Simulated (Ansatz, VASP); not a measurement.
# Cu: VASP beside Ansatz

INCAR

```
SYSTEM = Cu
PREC = Accurate ; ENCUT = 520
EDIFF = 1E-6 ; ISMEAR = 0
SIGMA = 0.011 ; LREAL = .FALSE.
LASPH = .TRUE. ; NELM = 60
ALGO = Normal ; ISIF = 2
LWAVE = .FALSE. ; LCHARG = .FALSE.
GGA = PE
```

KPOINTS

```
Automatic mesh
0
G
  13 13 13
  0 0 0
```

POSCAR

```
Cu
1.0
    0.0000000000      1.8075000000      1.8075000000
    1.8075000000      0.0000000000      1.8075000000
    1.8075000000      1.8075000000      0.0000000000
Cu
1
Direct
    0.0000000000      0.0000000000      0.0000000000
```

File input.yaml:

```yaml
crystal:
  lattice:
    - [0.0, 1.8075, 1.8075]
    - [1.8075, 0.0, 1.8075]
    - [1.8075, 1.8075, 0.0]
  atoms:
    - { symbol: Cu, position: [0.0, 0.0, 0.0] }
hamiltonian:
  xc: pbe
  pseudopotentials: { kind: paw }
kpoints:
  mp_grid: { grid: [13, 13, 13] }
scf:
  occupations: { method: gaussian, width: 0.011 }
output:
  forces: true
  stress: true
  eigenvalues: true
```

Alike in both runs: task single point; functional PBE; k mesh 13 × 13 × 13; occupations gaussian, width 0.011 eV; no spin polarisation.

|  | VASP | Ansatz |
| --- | --- | --- |
| version | VASP 6.6.1 | Ansatz 0.2.0 |
| potentials or method | VASP PAW PBE potentials, release 64 (Cu) | Ansatz PAW |
| plane-wave cutoff (eV) | 520 | 420 |
| valence electrons in the cell | 11 | 19 |

|  | VASP | Ansatz | Ansatz less VASP |
| --- | --- | --- | --- |
| gap on the k mesh at the Fermi level (eV) | none | none | - |
| pressure (GPa) | 2.2 | 1.7 | -0.51 |

A gap of «none» marks a metal or a gap that the smearing closes. The functional is the same, so the differences come from potentials, cutoffs and numerics. The two sets of potentials don't hold the same shells in valence.
